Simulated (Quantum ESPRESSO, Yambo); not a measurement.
# Quasiparticle gap of MgI2 (1T monolayer) in Yambo, part 2 of 3

Wanted: ground state, empty states, screening and self-energy for MgI2 (1T monolayer).

Quantum ESPRESSO 7.5 and Yambo 5.3.0; PBE and many-body steps on it, plane waves. Known limits of the many-body steps: not at the basis limit; no spin-orbit coupling.

So far. Step 2 (Ground state): The gap is indirect, with the least direct gap 0.26 eV higher. Step 3 (Bands along the symmetry lines): The gap is 3.665 eV, −0.050 eV from the run before at this level.

### Step 4. Empty states on the mesh, 6×6×1 mesh, 163 bands

Level of this step: DFT, PBE, plane waves, norm-conserving pseudopotentials (Quantum ESPRESSO).

The sums over transitions need many empty states on a uniform mesh; this step solves for them.

Contents of pw.in:

```
&control
  calculation = 'nscf'
  prefix = 'x'
  outdir = 'o'
  pseudo_dir = 'pseudo'
/
&system
  ibrav = 0
  nat = 3
  ntyp = 2
  ecutwfc = 76.0
  nbnd = 163
  force_symmorphic = .true.
/
&electrons
  conv_thr = 1e-9
  electron_maxstep = 80
  diago_full_acc = .true.
  diago_thr_init = 5e-6
/
ATOMIC_SPECIES
  Mg 24.305 Mg.upf
  I 126.9 I.upf
CELL_PARAMETERS angstrom
  4.2075425951 0.0000000002 0.0000000000
  -2.1037712978 3.6438387748 0.0000000000
  0.0000000000 0.0000000000 16.0000000000
ATOMIC_POSITIONS crystal
  Mg 0.0000000000 0.0000000000 0.5000000000
  I 0.3333333333 0.6666666667 0.6046917629
  I 0.6666666667 0.3333333333 0.3953082371
K_POINTS automatic
  6 6 1 0 0 0
```

The run is started by

```sh
$ OMP_NUM_THREADS=1 mpirun -n 4 pw.x -nk 4 -in pw.in > pw.out
```

What it wrote:

```text
[banner, memory and clock lines left out]
Program PWSCF v.7.5 starts

     Atomic positions and unit cell read from directory:
     o/x.save/

     Message from routine setup:
     using ibrav=0 with symmetry is DISCOURAGED, use correct ibrav instead

     G-vector sticks info

     bravais-lattice index     =            0
     lattice parameter (alat)  =       7.9511  a.u.
     unit-cell volume          =    1655.4050 (a.u.)^3
     number of atoms/cell      =            3
     number of atomic types    =            2
     number of electrons       =        60.00
     number of Kohn-Sham states=          163
     kinetic-energy cutoff     =      76.0000  Ry
     charge density cutoff     =     304.0000  Ry
     Exchange-correlation= PBE
                           (   1   4   3   4   0   0   0)

     celldm(1)=   7.951103  celldm(2)=   0.000000  celldm(3)=   0.000000
     celldm(4)=   0.000000  celldm(5)=   0.000000  celldm(6)=   0.000000

     crystal axes: (cart. coord. in units of alat)
               a(1) = (   1.000000   0.000000   0.000000 )
               a(2) = (  -0.500000   0.866025   0.000000 )
               a(3) = (   0.000000   0.000000   3.802695 )

     reciprocal axes: (cart. coord. in units 2 pi/alat)
               b(1) = (  1.000000  0.577350 -0.000000 )
               b(2) = ( -0.000000  1.154701  0.000000 )
               b(3) = (  0.000000 -0.000000  0.262971 )
     Pseudo is Norm-conserving, Zval = 10.0
     Generated using ONCVPSP code by D. R. Hamann
     Using radial grid of 1510 points,  4 beta functions with:
     Pseudo is Norm-conserving + core correction, Zval = 25.0
     Generated using ONCVPSP code by D. R. Hamann
     Using radial grid of 1188 points,  8 beta functions with:
     Mg               10.00    24.30500     Mg( 1.00)
     I                25.00   126.90000     I ( 1.00)

     12 Sym. Ops., with inversion, found

   Cartesian axes

     site n.     atom                  positions (alat units)
         1        Mg     tau(   1) = (   0.0000000   0.0000000   1.9013474  )
         2        I      tau(   2) = (  -0.0000000   0.5773503   2.2994582  )
         3        I      tau(   3) = (   0.5000000   0.2886751   1.5032365  )

     number of k points=     7
                       cart. coord. in units 2pi/alat
        k(    1) = (   0.0000000   0.0000000   0.0000000), wk =   0.0555556
        k(    2) = (  -0.0000000   0.1924501   0.0000000), wk =   0.3333333
        k(    3) = (  -0.0000000   0.3849002   0.0000000), wk =   0.3333333
        k(    4) = (   0.0000000  -0.5773503   0.0000000), wk =   0.1666667
        k(    5) = (   0.1666667   0.2886751   0.0000000), wk =   0.3333333
        k(    6) = (   0.1666667   0.4811252   0.0000000), wk =   0.6666667
        k(    7) = (   0.3333333   0.5773503   0.0000000), wk =   0.1111111

     Dense  grid:   148115 G-vectors     FFT dimensions: (  45,  45, 180)

     The potential is recalculated from file :
     o/x.save/charge-density

     Starting wfcs are   31 randomized atomic wfcs +  132 random wfcs

     Band Structure Calculation

     End of band structure calculation

          k = 0.0000 0.0000 0.0000 ( 18419 PWs)   bands (ev):

  -175.5452-175.5452-122.4088-122.4088-122.4088-122.4088-122.3941-122.3941
   -76.6255 -44.7980 -44.7980 -44.7946 -44.7946 -44.7885 -44.7885 -44.7871
   -44.7871 -44.7810 -44.7788 -43.3675 -43.3666 -43.3666 -13.1387 -12.6400
    -4.2487  -1.9687  -1.6675  -1.6675  -1.4034  -1.4034   2.5756   3.5133
[...]
[... 9 further rows ...]
[...]
38.5952  38.6350  38.6544

          k =-0.0000 0.1925 0.0000 ( 18497 PWs)   bands (ev):

  -175.5453-175.5453-122.4090-122.4089-122.4089-122.4088-122.3941-122.3941
[...]
[... 9 further rows ...]
[...]
38.1197  38.1930  38.4064

          k =-0.0000 0.3849 0.0000 ( 18507 PWs)   bands (ev):

  -175.5453-175.5453-122.4090-122.4089-122.4089-122.4088-122.3941-122.3940
[...]
18.2107  18.4250  19.1131  19.5234  20.0187  20.3310  20.6016  20.9957
     [... 9 further rows ...]
    35.6767  35.8827  35.9287  36.5037  36.5745  36.9309  37.2700  37.5668
    37.5975  37.8847  37.9713

          k = 0.0000-0.5774 0.0000 ( 18536 PWs)   bands (ev):

     [... further k-points ...]

     highest occupied, lowest unoccupied level (ev):    -1.4034    2.2619

     XML data file, pseudopotentials, collected wavefunctions
```

The job ended after 1.8 min (4 MPI ranks of Arm Neoverse V1, shared host; peak memory 1.4 GiB).

Numbers from this step:

```
gap                                                           : 3.665 eV
k of the valence top                                          : 0, 0, 0
k of the conduction bottom                                    : 0, -0.5, 0
least direct gap                                              : 3.979 eV
k points computed                                             : 7
lowest point of the top converged band, above the valence top : 38.31 eV
```

On this mesh the gap is 3.665 eV.

### Step 5. Conversion and set-up

This step: Yambo 5.3.0; conversion and set-up on PBE, plane waves, norm-conserving pseudopotentials.

The states are converted to the many-body program's format and the q mesh is built.

The run is started by

```sh
$ (cd o/x.save; p2y > p2y.log; mv SAVE ../..); yambo > setup.log
```

What it wrote:

```text
 Yambo, version 5.3.0

 [02] CORE Variables Setup
 =========================

  [02.01] Unit cells
  ==================

  Cell kind             :  HCP
  Atoms in the cell     :  Mg  I
  number of Mg atoms    :  1
  number of I  atoms    :  2

  List of atomic masses
  Mass of Mg    :  24.30500
  Mass of I     :  126.9000

  List of atomic coordinates    : [cc]
  Mg1       :   0.00000   0.00000  15.11781  order 1
  I1       : -0.71251E-09   4.5906       18.283      order 2
  I2       :   3.97555   2.29529  11.95239  order 3

  Alat factors          :   7.95110   6.88586  30.23562 [a.u.]
  Direct lattice volume :   1655.40    [a.u.]
  Direct lattice vectors:  A[ 1 ]  A[ 2 ]  A[ 3 ]
   A[ 1 ]:   1.0000      0.54887E-10   0.0000      [iru]
    7.9511      0.37795E-09   0.0000      [cc]
   A[ 2 ]: -0.500000  1.000000  0.000000  [iru]
  -3.975552  6.885857  0.000000  [cc]
   A[ 3 ]:  0.000000  0.000000  1.000000  [iru]
    0.00000   0.00000  30.23562  [cc]

  Recip. lattice volume :  0.149843 [a.u.]
  Recip. lattice vectors:  B[ 1 ]  B[ 2 ]  B[ 3 ]
   B[ 1 ]:  1.000000  0.500000  0.000000  [iku]
   0.790228  0.456238 -0.000000  [cc]
   B[ 2 ]: -0.54887E-10   1.0000       0.0000      [iku]
  -0.43373E-10  0.91248       0.0000      [cc]
   B[ 3 ]:  0.000000  0.000000  1.000000  [iku]
   0.000000 -0.000000  0.207807  [cc]

  [02.02] Symmetries
  ==================

  Inversion symmetry    : yes
  Spatial inversion     : yes
  Inversion index       :   7
  K-space Time-reversal : no
  Magnetic symmetries   : no
  Group table correct   : yes
  Symmetries units      :  [cc]

   [S  1]:   1.0000      0.15503E-26   0.0000      0.20958E-16   1.0000       0.0000       0.0000       0.0000       1.0000
   [S  2]:   1.0000      0.95067E-10   0.0000      0.13722E-09  -1.0000       0.0000       0.0000       0.0000      -1.0000
   [S  3]: -0.500000  0.866025  0.000000 -0.866025 -0.500000  0.000000  0.000000  0.000000  1.000000
[...]
[S 11]:  0.500000  0.866025  0.000000  0.866025 -0.500000  0.000000  0.000000  0.000000  1.000000
   [S 12]:  0.500000 -0.866025  0.000000 -0.866025 -0.500000  0.000000  0.000000  0.000000  1.000000

  [02.03] Reciprocal space
  ========================

  nG shells         :   6592
  nG charge         :  148115
  nG WFs            :  21765
  nC WFs            :  18573
  G-vecs. in first 80 shells:  [ Number ]
     1    3    5    7    9   15   27   39   41
    53   65   67   79   81   93   99  111  123
   125  137  149  161  167  179  181  193  205
[...]
809   821   823   835   841   853   877   889
  ...
  Shell energy in first 80 shells:  [ mHa ]
[...]
3691.46      3746.76      3768.35      3824.42      3833.13      3861.55      3941.09      3972.15      4065.35
    4092.23      4232.02      4277.85      4286.56      4296.03      4358.16      4524.07      4648.33      4663.10
[...]
K/Q-points units:
  rlu = crystal or reduced units; cc = cartesian coordinates; iku = interal k-units

  K [1]          [rlu]:  0.000000  0.000000  0.000000
         WF components:  18419
  K [2]          [rlu]: -0.53293E-26  0.16667       0.0000
         WF components:  18497
  K [3]          [rlu]: -0.74924E-27  0.33333       0.0000
         WF components:  18507
  K [4]          [rlu]:  0.96197E-27 -0.50000       0.0000
         WF components:  18536
  K [5]          [rlu]:  0.166667  0.166667  0.000000
         WF components:  18519
  K [6]          [rlu]:  0.166667  0.333333  0.000000
         WF components:  18530
  K [7]          [rlu]:  0.333333  0.333333  0.000000
         WF components:  18573

  [02.05] Energies & Occupations
  ==============================

  [X] === General ===
  [X] Electronic Temperature                        :  0.000000  0.000000 [eV K]
  [X] Bosonic    Temperature                        :  0.000000  0.000000 [eV K]
  [X] Finite Temperature mode                       : no
  [X] El. density                                   :  0.24459E+24 [cm-3]
  [X] Fermi Level                                   : -1.403412 [eV]

  [X] === Gaps and Widths ===
  [X] Conduction Band Min                           :  3.665263 [eV]
  [X] Valence Band Max                              :  0.000000 [eV]
  [X] Filled Bands                                  :  30
  [X] Empty Bands                                   :   31  163
  [X] Direct Gap                                    :  3.979035 [eV]
  [X] Direct Gap localized at k                     :  1
  [X] Indirect Gap                                  :  3.665263 [eV]
  [X] Indirect Gap between kpts                     :   1   4
  [X] Last valence band width                       :  0.671967 [eV]
  [X] 1st conduction band width                     :  1.070350 [eV]

  E @ K [1]:  [eV]
  -174.1418 -174.1418 -121.0054 -121.0054 -121.0054 -121.0054 -120.9907 -120.9907
[...]
occ @ K [1]
[...]
E @ K [2]:  [eV]
[...]
occ @ K [2]
[...]
E @ K [3]:  [eV]
[...]
occ @ K [3]
[...]
E @ K [4]:  [eV]
[...]
occ @ K [4]
[...]
E @ K [5]:  [eV]
[...]
occ @ K [5]
[...]
E @ K [6]:  [eV]
[...]
occ @ K [6]
[...]
E @ K [7]:  [eV]
[...]
occ @ K [7]
[...]
0.000000  0.000000  0.000000  0.000000  0.000000  0.000000  0.000000  0.000000
   0.000000  0.000000  0.000000  0.000000  0.000000  0.000000  0.000000  0.000000

 [03] Transferred momenta grid and indexing
 ==========================================

 IBZ Q-points                                      :   7
 BZ  Q-points                                      :   36

 K/Q-points units:
 rlu = crystal or reduced units; cc = cartesian coordinates; iku = interal k-units

 Q [1]          [rlu]:  0.000000  0.000000  0.000000
 Q [2]          [rlu]:  0.40333E-17  0.16667       0.0000
 Q [3]          [rlu]:  0.80666E-17  0.33333       0.0000
 Q [4]          [rlu]: -0.12100E-16 -0.50000       0.0000
 Q [5]          [rlu]:  0.166667  0.166667  0.000000
 Q [6]          [rlu]:  0.166667  0.333333  0.000000
 Q [7]          [rlu]:  0.333333  0.333333  0.000000

  [03.01] X indexes
  =================

   [03.01.01] Sigma indexes
   ========================

 [06] Game Over & Game summary
```

Elapsed: 3.2 s, on 1 MPI rank; peak memory 0.26 GiB.

(Continued in part 3 of 3.)

[Paths, hosts, dates, memory and timing lines, banners, echoed tables and standing remarks are left out of the program output.]

[Logs are printed without paths, hosts, clocks, repeated set-up lines and the standing remarks that a program may print on its own settings, such as how far it seeks lower states.]

[Runs of the session that timed out or met a known fault of the program may be left out.]

[Hosts, paths, dates, database ids (printed as entryN), source tags and the programs' standing remarks are cut or masked in the printed files.]
